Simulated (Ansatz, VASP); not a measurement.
**AlN in VASP and in Ansatz**

```
Al N
1.0
     3.10942    0.00000    0.00000
    -1.55471    2.69283    0.00000
     0.00000    0.00000    4.97878
Al N
2 2
Cartesian
  0.0000 1.7952 0.0078
  1.5547 0.8976 2.4971
  0.0000 1.7952 1.9091
  1.5547 0.8976 4.3985
```

Alike in both runs: functional PBE; dispersion D3(BJ); k mesh 12 × 12 × 6; occupations gaussian, width 0.02 eV; no spin polarisation.

Ansatz relaxed the structure, and its values are those at the end. VASP's run is a single point on that final structure, the one shown.

|  | VASP | Ansatz |
| --- | --- | --- |
| version | VASP 6.6.1 | Ansatz 0.2.0 |
| potentials or method | VASP PAW PBE potentials, release 64 (Al, N) | scalar-relativistic, plane waves, PAW |
| plane-wave cutoff (eV) | 520 | 420 |
| valence electrons in the cell | 16 | 16 |

```csv
,VASP,Ansatz,Ansatz less VASP
gap on the k mesh at the Fermi level (eV),4.22,4.21,-0.011
least direct gap on the mesh (eV),4.22,4.21,-0.011
pressure (GPa),-0.3,0.0,+0.26
```

A k mesh can miss the band edges. Expect the measured gap to be larger: semilocal functionals such as PBE lack the derivative discontinuity.
